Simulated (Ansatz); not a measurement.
# TiC: shifting one sublattice

The task, for TiC: measure how stiffly every Ti atom is held.

Computed with Ansatz 0.2.0 (DFT PBE, scalar-relativistic, plane waves, PAW, unless a step's input says otherwise).

### 1 The system as given

It takes space group Fm-3m (No. 225, cubic). Conventional cell: a = 4.328 Å, b = 4.328 Å, c = 4.328 Å, α = 90.00°, β = 90.00°, γ = 90.00°. Ti (site symmetry m-3m) has 6 C at 2.16 Å in its first shell of neighbours. C (site symmetry m-3m) has 6 Ti at 2.16 Å in its first shell of neighbours.

As a file:

```
Ti C
1.0
     0.00000    2.16400    2.16400
     2.16400    0.00000    2.16400
     2.16400    2.16400    0.00000
Ti C
1 1
Cartesian
  0.0000 0.0000 0.0000
  2.1640 2.1640 2.1640
```

No relaxation comes first: the listed cell is the starting point.

### 2 Zero of energy

The reference gives a free energy of -2752.2735 eV, pressure 0.88 GPa, largest force 0.000 eV/Å and gap on the mesh none (metal). It was computed beforehand with the settings of the runs below.

### 3 Next: shifting one sublattice

Every Ti atom is moved by x along the Cartesian unit vector (0.000, 0.000, -1.000); the cell and all other atoms stay fixed. Forces below are components along that vector, summed over the moved atoms.

### 4 Point x = -0.300 Å

input.yaml

```yaml
crystal:
  lattice:
    - [0.0, 2.164, 2.164]
    - [2.164, 0.0, 2.164]
    - [2.164, 2.164, 0.0]
  atoms:
    - { symbol: Ti, position: [0.0693160813, 0.0693160813, -0.0693160813] }
    - { symbol: C, position: [0.5, 0.5, 0.5] }
basis:
  ecutwfc: 420
kpoints:
  mp_grid: { grid: [18, 18, 18] }
hamiltonian:
  xc: pbe
scf:
  occupations: { method: gaussian, width: 0.15 }
output:
  forces: true
  stress: true
  eigenvalues: true
```

On the command line:

```
$ ansatz run input.yaml --threads 1 --pin off --max-ram 2560MiB --backend cpu --events-out ev --progress --plain --runs-dir out
```

The program printed (excerpt; [...] marks lines left out):

```text
Warning: RAYON_NUM_THREADS=1 ignored (pool sized by the plan → 1); use --threads N
[...]
Pseudopotentials: kind: paw
Pseudopotential: Ti, paw, valence charge 12, recommended cutoff 420 eV (normal), Ti.paw.azcp
Pseudopotential: C, paw, valence charge 4, recommended cutoff 420 eV (normal), C.paw.azcp
Functional definition: PBE
[...]
Crystal: 2 atoms, lattice volume = 20.268 Å³
Basis set: ecut = 420 eV, 411 PW (Γ), exchange–correlation on 48×48×48 points (8 copies of the dense FFT grid, shifted against one another)
Bands: 12, of which v1, the nominal top of the filled ones, is band 8 counted from 1 (7 counted from 0)
Symmetry: 8 space group operations
Space group: I4mm (ITA 107), of the structure as read, at distance tolerance 2.7e-5 Å
k-points: 480 of 5832 (time reversal used)
[...]
SCF iter   1: F=—  HF=-2751.817666 eV  |F-HF|=—  |Δ(HF+E_count)|=         —  Δρ=3.55e-3  dr2=1.46e-3  ethr=1.77e-3  ⟨swp⟩=4.3  Hψ=28724  notcnv=0
[...]
SCF iter   6: F=-2751.817264 eV  HF=-2751.817264 eV  |F-HF|=2.55e-11  |Δ(HF+E_count)|=   4.84e-9  Δρ=1.53e-6  dr2=2.19e-10  ethr=4.94e-11  ⟨swp⟩=2.0  Hψ=19731  notcnv=0
the search or the solves at the SCF's close seem to have found levels that the self-consistency loop had missed (the run counts 1). By its estimate they hold under 1e-12 electrons; where the run keeps them, the occupations were computed again with them
[...]
SCF converged after 6 iterations
Free energy (F): -2751.817264 eV
[...]
E sigma→0 (E₀):  -2751.816336 eV
Entropy (-TS):   -0.001856 eV (-0.928 meV/atom)
Fermi energy:    14.671559 eV
[...]
--- Forces (eV/Å), atoms counted from 1 ---
  atom   1  Ti     0.00000000     0.00000000    -3.48664244
  atom   2  C      0.00000000     0.00000000     3.48664908
[...]
--- Stress (GPa, compression-positive) ---
        2.003170       0.000000       0.000000
        0.000000       2.003170       0.000000
        0.000000       0.000000      33.200884
  P = ⅓ Tr σ = 12.4024 GPa (124.024 kbar)
--- Band table (eV; the first three rows and the last of 480) ---
  k-point 0: bands = ["-41.7459", "-17.8109", "-17.7973", "-17.7973", "2.4227", "14.0993", "14.0993", "14.1898", "15.4790", "16.5169", "18.0394", "18.0394"]
[...]
```

Run time: 12 s. Hardware: 1 thread of Arm Neoverse V2, shared host; peak memory 0.43 GiB.

### 5 x = 0.225 Å

input.yaml, as its differences from that of step 4:

```diff
@@ -6,3 +6,3 @@
   atoms:
-    - { symbol: Ti, position: [0.0693160813, 0.0693160813, -0.0693160813] }
+    - { symbol: Ti, position: [-0.051987061, -0.051987061, 0.051987061] }
     - { symbol: C, position: [0.5, 0.5, 0.5] }
```

On the command line:

```
$ ansatz run input.yaml --threads 1 --pin off --max-ram 2560MiB --backend cpu --events-out ev --progress --plain --runs-dir out
```

The program printed (excerpt; [...] marks lines left out):

```text
[...]
SCF converged after 6 iterations
Free energy (F): -2752.032999 eV
[...]
E sigma→0 (E₀):  -2752.032261 eV
Entropy (-TS):   -0.001475 eV (-0.738 meV/atom)
Fermi energy:    14.764603 eV
[...]
--- Forces (eV/Å), atoms counted from 1 ---
  atom   1  Ti     0.00000000     0.00000000     2.31265991
  atom   2  C      0.00000000     0.00000000    -2.31267549
[...]
--- Stress (GPa, compression-positive) ---
        1.628265       0.000000       0.000000
        0.000000       1.628265       0.000000
        0.000000       0.000000      18.165617
  P = ⅓ Tr σ = 7.1407 GPa (71.407 kbar)
--- Band table (eV; the first three rows and the last of 480) ---
  k-point 0: bands = ["-41.7803", "-17.8255", "-17.8255", "-17.8240", "2.3791", "14.4984", "14.4984", "14.6752", "15.4513", "16.4859", "17.5108", "17.5108"]
[...]
```

Run time: 8.1 s. Hardware: 1 thread of Arm Neoverse V2, shared host; peak memory 0.43 GiB.

### 6 Point x = -0.150 Å

input.yaml, as its differences from that of step 5:

```diff
@@ -6,3 +6,3 @@
   atoms:
-    - { symbol: Ti, position: [-0.051987061, -0.051987061, 0.051987061] }
+    - { symbol: Ti, position: [0.0346580407, 0.0346580407, -0.0346580407] }
     - { symbol: C, position: [0.5, 0.5, 0.5] }
```

On the command line:

```
$ ansatz run input.yaml --threads 1 --pin off --max-ram 2560MiB --backend cpu --events-out ev --progress --plain --runs-dir out
```

The program printed (excerpt; [...] marks lines left out):

```text
Warning: RAYON_NUM_THREADS=1 ignored (pool sized by the plan → 1); use --threads N
[...]
[... 4 set-up lines as earlier in the session ...]
[...]
Crystal: 2 atoms, lattice volume = 20.268 Å³
Basis set: ecut = 420 eV, 411 PW (Γ), exchange–correlation on 48×48×48 points (8 copies of the dense FFT grid, shifted against one another)
Bands: 12, of which v1, the nominal top of the filled ones, is band 8 counted from 1 (7 counted from 0)
[... 2 set-up lines as earlier in the session ...]
k-points: 480 of 5832 (time reversal used)
[...]
SCF iter   1: F=—  HF=-2752.170664 eV  |F-HF|=—  |Δ(HF+E_count)|=         —  Δρ=3.51e-3  dr2=1.70e-3  ethr=1.77e-3  ⟨swp⟩=4.3  Hψ=28544  notcnv=0
[...]
SCF iter   6: F=-2752.170152 eV  HF=-2752.170152 eV  |F-HF|=2.25e-10  |Δ(HF+E_count)|=   2.28e-9  Δρ=1.96e-6  dr2=5.87e-10  ethr=7.92e-11  ⟨swp⟩=2.0  Hψ=18618  notcnv=0
[...]
SCF converged after 6 iterations
Free energy (F): -2752.170152 eV
[...]
E sigma→0 (E₀):  -2752.169097 eV
Entropy (-TS):   -0.002111 eV (-1.055 meV/atom)
Fermi energy:    14.802014 eV
[...]
--- Forces (eV/Å), atoms counted from 1 ---
  atom   1  Ti     0.00000000     0.00000000    -1.38813369
  atom   2  C      0.00000000     0.00000000     1.38815471
[...]
--- Stress (GPa, compression-positive) ---
        1.362370       0.000000       0.000000
        0.000000       1.362370       0.000000
        0.000000       0.000000       8.027914
  P = ⅓ Tr σ = 3.5842 GPa (35.842 kbar)
--- Band table (eV; the first three rows and the last of 480) ---
  k-point 0: bands = ["-41.7964", "-17.8360", "-17.8360", "-17.8308", "2.3480", "14.8939", "14.8939", "15.2138", "15.4385", "16.4709", "17.0246", "17.0246"]
[...]
```

It took 8.1 s on 1 thread of Arm Neoverse V2, shared host; peak memory 0.43 GiB.

### 7 Point x = 0.075 Å

input.yaml, as its differences from that of step 6:

```diff
@@ -6,3 +6,3 @@
   atoms:
-    - { symbol: Ti, position: [0.0346580407, 0.0346580407, -0.0346580407] }
+    - { symbol: Ti, position: [-0.0173290203, -0.0173290203, 0.0173290203] }
     - { symbol: C, position: [0.5, 0.5, 0.5] }
@@ -20 +20,5 @@
   eigenvalues: true
+  write_density: true
+  write_potential: true
+  elf: true
+  volumetric_format: npy
```

On the command line:

```
$ ansatz run input.yaml --threads 1 --pin off --max-ram 2560MiB --backend cpu --events-out ev --progress --plain --runs-dir out
```

The program printed (excerpt; [...] marks lines left out):

```text
[...]
SCF converged after 6 iterations
Free energy (F): -2752.247224 eV
[...]
E sigma→0 (E₀):  -2752.245573 eV
Entropy (-TS):   -0.003303 eV (-1.651 meV/atom)
Fermi energy:    14.761625 eV
[...]
--- Forces (eV/Å), atoms counted from 1 ---
  atom   1  Ti     0.00000000     0.00000000     0.69202156
  atom   2  C      0.00000000     0.00000000    -0.69204367
[...]
--- Stress (GPa, compression-positive) ---
        1.029171       0.000000       0.000000
        0.000000       1.029171       0.000000
        0.000000       0.000000       2.561688
  P = ⅓ Tr σ = 1.5400 GPa (15.400 kbar)
--- Band table (eV; the first three rows and the last of 480) ---
  k-point 0: bands = ["-41.8032", "-17.8379", "-17.8379", "-17.8363", "2.3289", "15.2520", "15.2520", "15.4350", "15.8002", "16.4657", "16.6118", "16.6118"]
[...]
```

Wall time 11 s (1 thread of Arm Neoverse V2, shared host); peak memory 0.42 GiB.

Axes a, b and c in the maps are those of this run's conventional cell (a, b, c = 3.060, 3.060, 4.328 Å).

Density in a lattice plane of the grid's cell (edges 3.06 and 4.33 Å, at 0.000 of the third edge), which holds Ti and C.

Values in e/Å³, 12 rows by 8 columns:
```
 6.60  3.80  0.58  0.20  0.18  0.20  0.58  3.79
 1.43  0.76  0.24  0.15  0.15  0.15  0.24  0.76
 0.48  0.37  0.23  0.15  0.13  0.15  0.23  0.37
 0.89  0.69  0.37  0.20  0.15  0.20  0.37  0.69
 1.62  1.31  0.61  0.27  0.18  0.27  0.61  1.31
 1.66  1.63  0.77  0.31  0.20  0.31  0.77  1.63
 1.67  1.34  0.62  0.27  0.18  0.27  0.62  1.34
 0.95  0.73  0.38  0.20  0.15  0.20  0.38  0.73
 0.68  0.48  0.24  0.15  0.13  0.15  0.24  0.47
 3.08  1.61  0.33  0.16  0.15  0.16  0.33  1.62
 8.78  5.66  0.88  0.21  0.19  0.21  0.89  5.65
10.08  7.41  1.26  0.24  0.20  0.24  1.26  7.41
```
Columns run along the first of these edges and rows up along the second, over one cell in 8 and 12 even steps from the bottom left corner. Atoms in the plane (fractional): Ti at (0.00, 0.02), C at (0.00, 0.50).

ELF in the same plane.

Ten even steps from '0' (0.00) to '9' (0.80):
```
3477311222113775
8874101222101478
6642001222100246
3321111222111123
4444332222233444
8887653222356788
9999874222478999
7799985323589997
1379986323689973
0169996323699961
1379986323689973
7799985323589998
9999874323478999
7776643222346677
4333222222222333
5431111222111134
7763101121101367
5676301222113676
0267411222114762
0158511222115751
```
Columns run along the first of these edges and rows up along the second, over one cell in 16 and 20 even steps from the bottom left corner. Atoms in the plane (fractional): Ti at (0.00, 0.02), C at (0.00, 0.50).

Both are smooth fields of the valence electrons: close to the nuclei they are not physical.

Outside the cores ELF peaks at 0.80 in the shell around C, 0.7 Å from C.

### 8 Point x = 0.263 Å

input.yaml

```yaml
crystal:
  lattice:
    - [0.0, 2.164, 2.164]
    - [2.164, 0.0, 2.164]
    - [2.164, 2.164, 0.0]
  atoms:
    - { symbol: Ti, position: [-0.0606515712, -0.0606515712, 0.0606515712] }
    - { symbol: C, position: [0.5, 0.5, 0.5] }
basis:
  ecutwfc: 420
kpoints:
  mp_grid: { grid: [18, 18, 18] }
hamiltonian:
  xc: pbe
scf:
  occupations: { method: gaussian, width: 0.15 }
output:
  forces: true
  stress: true
  eigenvalues: true
```

On the command line:

```
$ ansatz run input.yaml --threads 1 --pin off --max-ram 2560MiB --backend cpu --events-out ev --progress --plain --runs-dir out
```

The program printed (excerpt; [...] marks lines left out):

```text
[...]
SCF converged after 6 iterations
Free energy (F): -2751.936122 eV
[...]
E sigma→0 (E₀):  -2751.935306 eV
Entropy (-TS):   -0.001631 eV (-0.815 meV/atom)
Fermi energy:    14.722881 eV
[...]
--- Forces (eV/Å), atoms counted from 1 ---
  atom   1  Ti     0.00000000     0.00000000     2.86448708
  atom   2  C      0.00000000    -0.00000000    -2.86447811
[...]
--- Stress (GPa, compression-positive) ---
        1.797858       0.000000       0.000000
        0.000000       1.797858       0.000000
        0.000000       0.000000      25.049971
  P = ⅓ Tr σ = 9.5486 GPa (95.486 kbar)
--- Band table (eV; the first three rows and the last of 480) ---
  k-point 0: bands = ["-41.7656", "-17.8181", "-17.8139", "-17.8139", "2.3992", "14.2987", "14.2987", "14.4256", "15.4632", "16.4992", "17.7704", "17.7704"]
[...]
```

It took 8.1 s on 1 thread of Arm Neoverse V2, shared host; peak memory 0.43 GiB.

### 9 At x = 0.188 Å

input.yaml, as its differences from that of step 8:

```diff
@@ -6,3 +6,3 @@
   atoms:
-    - { symbol: Ti, position: [-0.0606515712, -0.0606515712, 0.0606515712] }
+    - { symbol: Ti, position: [-0.0433225508, -0.0433225508, 0.0433225508] }
     - { symbol: C, position: [0.5, 0.5, 0.5] }
```

On the command line:

```
$ ansatz run input.yaml --threads 1 --pin off --max-ram 2560MiB --backend cpu --events-out ev --progress --plain --runs-dir out
```

The program printed (excerpt; [...] marks lines left out):

```text
Warning: RAYON_NUM_THREADS=1 ignored (pool sized by the plan → 1); use --threads N
[...]
[... 4 set-up lines as earlier in the session ...]
[...]
Crystal: 2 atoms, lattice volume = 20.268 Å³
Basis set: ecut = 420 eV, 411 PW (Γ), exchange–correlation on 48×48×48 points (8 copies of the dense FFT grid, shifted against one another)
Bands: 12, of which v1, the nominal top of the filled ones, is band 8 counted from 1 (7 counted from 0)
[... 2 set-up lines as earlier in the session ...]
k-points: 480 of 5832 (time reversal used)
[...]
SCF iter   1: F=—  HF=-2752.110724 eV  |F-HF|=—  |Δ(HF+E_count)|=         —  Δρ=3.37e-3  dr2=1.50e-3  ethr=1.77e-3  ⟨swp⟩=4.3  Hψ=28556  notcnv=0
[...]
SCF iter   6: F=-2752.110258 eV  HF=-2752.110258 eV  |F-HF|=4.75e-10  |Δ(HF+E_count)|=   1.76e-9  Δρ=2.11e-6  dr2=7.49e-10  ethr=5.94e-11  ⟨swp⟩=2.1  Hψ=19367  notcnv=0
[...]
SCF converged after 6 iterations
Free energy (F): -2752.110258 eV
[...]
E sigma→0 (E₀):  -2752.109455 eV
Entropy (-TS):   -0.001605 eV (-0.803 meV/atom)
Fermi energy:    14.794964 eV
[...]
--- Forces (eV/Å), atoms counted from 1 ---
  atom   1  Ti     0.00000000     0.00000000     1.81760700
  atom   2  C     -0.00000000     0.00000000    -1.81763106
[...]
--- Stress (GPa, compression-positive) ---
        1.499501       0.000000       0.000000
        0.000000       1.499501       0.000000
        0.000000      -0.000000      12.483088
  P = ⅓ Tr σ = 5.1607 GPa (51.607 kbar)
--- Band table (eV; the first three rows and the last of 480) ---
  k-point 0: bands = ["-41.7903", "-17.8326", "-17.8326", "-17.8282", "2.3621", "14.6977", "14.6977", "14.9382", "15.4432", "16.4766", "17.2616", "17.2616"]
[...]
```

It took 8.1 s on 1 thread of Arm Neoverse V2, shared host; peak memory 0.43 GiB.

### 10 At x = 0.113 Å

input.yaml, as its differences from that of step 9:

```diff
@@ -6,3 +6,3 @@
   atoms:
-    - { symbol: Ti, position: [-0.0433225508, -0.0433225508, 0.0433225508] }
+    - { symbol: Ti, position: [-0.0259935305, -0.0259935305, 0.0259935305] }
     - { symbol: C, position: [0.5, 0.5, 0.5] }
```

On the command line:

```
$ ansatz run input.yaml --threads 1 --pin off --max-ram 2560MiB --backend cpu --events-out ev --progress --plain --runs-dir out
```

The program printed (excerpt; [...] marks lines left out):

```text
Warning: RAYON_NUM_THREADS=1 ignored (pool sized by the plan → 1); use --threads N
[...]
[... 4 set-up lines as earlier in the session ...]
[...]
Crystal: 2 atoms, lattice volume = 20.268 Å³
Basis set: ecut = 420 eV, 411 PW (Γ), exchange–correlation on 48×48×48 points (8 copies of the dense FFT grid, shifted against one another)
Bands: 12, of which v1, the nominal top of the filled ones, is band 8 counted from 1 (7 counted from 0)
[... 2 set-up lines as earlier in the session ...]
k-points: 480 of 5832 (time reversal used)
[...]
SCF iter   1: F=—  HF=-2752.215701 eV  |F-HF|=—  |Δ(HF+E_count)|=         —  Δρ=3.64e-3  dr2=1.90e-3  ethr=1.77e-3  ⟨swp⟩=4.3  Hψ=28522  notcnv=0
[...]
SCF iter   6: F=-2752.215148 eV  HF=-2752.215148 eV  |F-HF|=1.36e-10  |Δ(HF+E_count)|=  2.34e-10  Δρ=1.98e-6  dr2=5.74e-10  ethr=7.89e-11  ⟨swp⟩=2.0  Hψ=18080  notcnv=0
[...]
SCF converged after 6 iterations
Free energy (F): -2752.215148 eV
[...]
E sigma→0 (E₀):  -2752.213760 eV
Entropy (-TS):   -0.002776 eV (-1.388 meV/atom)
Fermi energy:    14.786584 eV
[...]
--- Forces (eV/Å), atoms counted from 1 ---
  atom   1  Ti     0.00000000     0.00000000     1.02092973
  atom   2  C      0.00000000     0.00000000    -1.02095038
[...]
--- Stress (GPa, compression-positive) ---
        1.198655       0.000000       0.000000
        0.000000       1.198655       0.000000
        0.000000      -0.000000       4.745048
  P = ⅓ Tr σ = 2.3808 GPa (23.808 kbar)
--- Band table (eV; the first three rows and the last of 480) ---
  k-point 0: bands = ["-41.8000", "-17.8370", "-17.8370", "-17.8332", "2.3368", "15.0821", "15.0821", "15.4363", "15.5011", "16.4678", "16.8045", "16.8045"]
[...]
```

Run time: 8 s. Hardware: 1 thread of Arm Neoverse V2, shared host; peak memory 0.43 GiB.

### 11 x = 0.037 Å

input.yaml, as its differences from that of step 10:

```diff
@@ -6,3 +6,3 @@
   atoms:
-    - { symbol: Ti, position: [-0.0259935305, -0.0259935305, 0.0259935305] }
+    - { symbol: Ti, position: [-0.0086645102, -0.0086645102, 0.0086645102] }
     - { symbol: C, position: [0.5, 0.5, 0.5] }
```

On the command line:

```
$ ansatz run input.yaml --threads 1 --pin off --max-ram 2560MiB --backend cpu --events-out ev --progress --plain --runs-dir out
```

The program printed (excerpt; [...] marks lines left out):

```text
[...]
SCF converged after 6 iterations
Free energy (F): -2752.266865 eV
[...]
E sigma→0 (E₀):  -2752.265186 eV
Entropy (-TS):   -0.003357 eV (-1.678 meV/atom)
Fermi energy:    14.746464 eV
[...]
--- Forces (eV/Å), atoms counted from 1 ---
  atom   1  Ti     0.00000000     0.00000000     0.35164188
  atom   2  C      0.00000000     0.00000000    -0.35166112
[...]
--- Stress (GPa, compression-positive) ---
        0.914720       0.000000       0.000000
        0.000000       0.914720       0.000000
        0.000000       0.000000       1.299592
  P = ⅓ Tr σ = 1.0430 GPa (10.430 kbar)
--- Band table (eV; the first three rows and the last of 480) ---
  k-point 0: bands = ["-41.8055", "-17.8389", "-17.8389", "-17.8385", "2.3245", "15.3819", "15.3819", "15.4339", "16.1121", "16.4641", "16.4684", "16.4684"]
[...]
```

Run time: 8.1 s. Hardware: 1 thread of Arm Neoverse V2, shared host; peak memory 0.43 GiB.

### 12 All points together

All points in order; energies are free energies above the reference cell:

```csv
x (Å),ΔE (meV/cell),force on the moved atoms (eV/Å),pressure (GPa)
-0.300,456.2,3.487,12.4
-0.150,103.3,1.388,3.6
0.000,0.0,0.000,0.9
0.037,6.6,-0.352,1.0
0.075,26.2,-0.692,1.5
0.113,58.3,-1.021,2.4
0.188,163.2,-1.818,5.2
0.225,240.5,-2.313,7.1
0.263,337.3,-2.865,9.5
```

Not run, since symmetry makes them alike: 0.300 repeats -0.300, -0.225 repeats 0.225, 0.150 repeats -0.150, -0.075 repeats 0.075. Energy, pressure and gap are the same there.

### 13 Summary of results

| quantity | value |
| --- | --- |
| force constant along x, from the points at -0.150, 0 and 0.037 Å | 9.35 eV/Å² |

The restoring force grows by 9.35 eV/Å per Å near the site. The step of 0.15 Å is wide, so anharmonic terms mix in. No sampled point lies below the undisturbed cell.
